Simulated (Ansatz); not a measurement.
**TiB2: eigenvalues along the path**

```
Ti B
1.0
     3.02920    0.00000    0.00000
    -1.51460    2.62336    0.00000
     0.00000    0.00000    3.16383
Ti B
1 2
Direct
  0.00000 0.00000 0.00000
  0.33333 0.66667 0.50000
  0.66667 0.33333 0.50000
```

Atoms are numbered in the order listed.

The cell is COD entry 2002799, as deposited and not checked against the literature; nothing was relaxed. The listed cell was then made from it by scaling, straining or moving an atom.

These are results of DFT, PBE, all-electron LAPW, scalar-relativistic in Ansatz 0.2.0, not measurements.

Settings: a Γ-centred 15×15×13 k mesh, Fermi–Dirac smearing of 0.08 eV, basis error target 1 meV/atom, no spin polarisation.

Path points, in fractions of the reciprocal vectors: Γ (0.000, 0.000, 0.000), M (0.500, 0.000, 0.000), K (0.333, 0.333, 0.000), A (0.000, 0.000, 0.500), L (0.500, 0.000, 0.500), H (0.333, 0.333, 0.500). Levels in eV from the Fermi level; bands 10 to 16, counted from the lowest band of the run. The gap is zero.

```
# k(1/Å) point b10 b11 b12 b13 b14 b15 b16
0.000 Γ -13.61 -2.80 -2.80 -2.12 -2.12 1.96 1.96
0.240 - -13.42 -3.34 -2.83 -2.29 -2.04 1.90 2.31
0.479 - -12.85 -4.64 -2.93 -2.63 -1.90 1.76 2.31
0.719 - -11.96 -6.23 -3.11 -2.92 -1.97 1.59 2.27
0.958 - -10.79 -7.86 -3.29 -3.09 -2.23 1.46 2.66
1.198 M -9.49 -9.32 -3.36 -3.15 -2.35 1.41 2.75
1.336 - -9.42 -9.28 -3.98 -3.09 -1.78 1.00 2.64
1.474 - -9.22 -9.18 -4.95 -2.92 -0.92 0.24 2.37
1.612 - -9.00 -8.91 -5.95 -2.64 -0.53 -0.06 2.02
1.751 - -8.75 -8.53 -6.90 -2.26 -1.21 0.77 1.69
1.889 K -8.42 -8.42 -7.44 -1.79 -1.79 1.42 1.42
2.166 - -9.93 -7.53 -6.39 -2.57 -0.63 0.52 1.16
2.442 - -11.44 -6.33 -4.90 -2.85 -0.59 0.58 1.35
2.719 - -12.61 -4.89 -3.56 -2.70 -1.48 1.48 1.98
2.995 - -13.35 -3.47 -2.89 -2.34 -1.99 1.87 2.43
3.272 Γ -13.61 -2.80 -2.80 -2.12 -2.12 1.96 1.96
3.470 - -13.47 -3.43 -2.69 -2.69 -0.95 1.59 1.59
3.669 - -13.07 -4.82 -2.36 -2.36 0.08 0.88 0.88
3.868 - -12.47 -6.15 -1.83 -1.83 0.24 0.24 0.98
4.066 - -11.85 -7.23 -1.15 -1.15 -0.18 -0.18 1.05
4.265 A -11.54 -7.69 -0.64 -0.64 -0.32 -0.32 0.43
4.504 - -11.45 -7.44 -2.18 -1.96 -0.02 0.62 0.95
4.744 - -11.19 -6.73 -3.95 -3.17 -0.98 1.14 2.08
4.983 - -10.75 -5.70 -5.60 -4.07 -1.94 1.89 2.41
5.223 - -10.20 -6.93 -4.62 -4.60 -2.72 2.61 2.63
5.462 L -9.85 -7.54 -4.81 -3.93 -3.20 2.68 2.96
5.601 - -9.81 -7.57 -4.91 -3.87 -3.21 2.68 3.04
5.739 - -9.66 -7.69 -5.16 -3.70 -3.25 2.68 3.25
5.877 - -9.43 -7.90 -5.44 -3.48 -3.28 2.68 3.60
6.015 - -9.10 -8.24 -5.64 -3.29 -3.29 2.67 4.06
6.154 H -8.68 -8.68 -5.71 -3.25 -3.25 2.67 4.44
6.430 - -9.64 -7.56 -5.47 -3.87 -2.96 2.64 3.48
6.707 - -10.47 -6.10 -5.14 -4.77 -2.30 2.27 2.60
6.983 - -11.07 -6.43 -4.35 -3.67 -1.29 1.36 2.25
7.260 - -11.42 -7.36 -2.42 -2.21 -0.16 0.68 1.17
7.536 A -11.54 -7.69 -0.64 -0.64 -0.32 -0.32 0.43
```
